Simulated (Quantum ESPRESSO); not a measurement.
**Sn in Quantum ESPRESSO: the effect of functional**

The system is Sn.

```
CELL_PARAMETERS angstrom
-1.72654 1.77555 2.33834
1.72654 -1.77555 2.33834
1.72654 1.77555 -2.33834
ATOMIC_POSITIONS crystal
Sn 0.00000 0.00000 0.00000
```

This isn't the form of Sn at room conditions, which is tetragonal (white tin).

Alike in all runs:

```yaml
Program: Quantum ESPRESSO 7.5
Task: band structure
Potentials_or_basis: SG15 PBE 1.2
Cutoff: 952 eV
Density_cutoff: 3810 eV
k_mesh: 11 × 11 × 11
Occupations: fermi-dirac, width 0.05 eV
Spin: no spin polarisation
```

Task: One run gave: pressure -1.0 GPa. Which functional did it use?
A. vdW-DF-cx
B. SCAN
C. PBEsol
D. PBE
E. TASK

Result: D.

```tsv
functional	pressure (GPa)
LDA	-5.6
PBEsol	-3.7
PBE	-1.0
RPBE	0.9
AM05	-3.6
r2SCAN	-3.2
SCAN	-3.8
vdW-DF-cx	-3.4
TASK	-0.2
revTPSS	-4.0
```

Caveats: the potentials were made for another functional, which shifts forces and pressure (some runs).
